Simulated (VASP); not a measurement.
Pd, 1 atom in the cell. The typed cell holds 1 atom: a = 2.756 Å, b = 2.755 Å, c = 2.755 Å, α = 58.99°, β = 60.14°, γ = 60.59°.  The cell isn't the ideal one: cell strained at random at fixed volume.

```yaml
Program: VASP 6.6.1
Task: relaxation of the atoms
Functional: r2SCAN
Potentials_or_basis: VASP PAW PBE potentials, release 64 (Pd)
Cutoff: 520 eV
k_mesh: 9 × 9 × 9
Occupations: methfessel-paxton, width 0.1 eV
Spin: no spin polarisation
Optimiser: LBFGS
Further_INCAR_settings: ALGO = Normal; EDIFF = 1.00e-07
```

Potentials or basis: VASP PAW PBE potentials, release 64 (Pd).

Command:

```sh
$ python run.py
```

Hardware: 1 thread of Intel(R) Xeon(R) Platinum 8488C (Sapphire Rapids) (shared host).

Estimate the wall time of this run.

Wall time 2.7 min on 1 thread of Intel(R) Xeon(R) Platinum 8488C (Sapphire Rapids), on a shared host, peak memory 0.17 GiB. Counts: scf iterations 16, k points 365, ion steps 1.
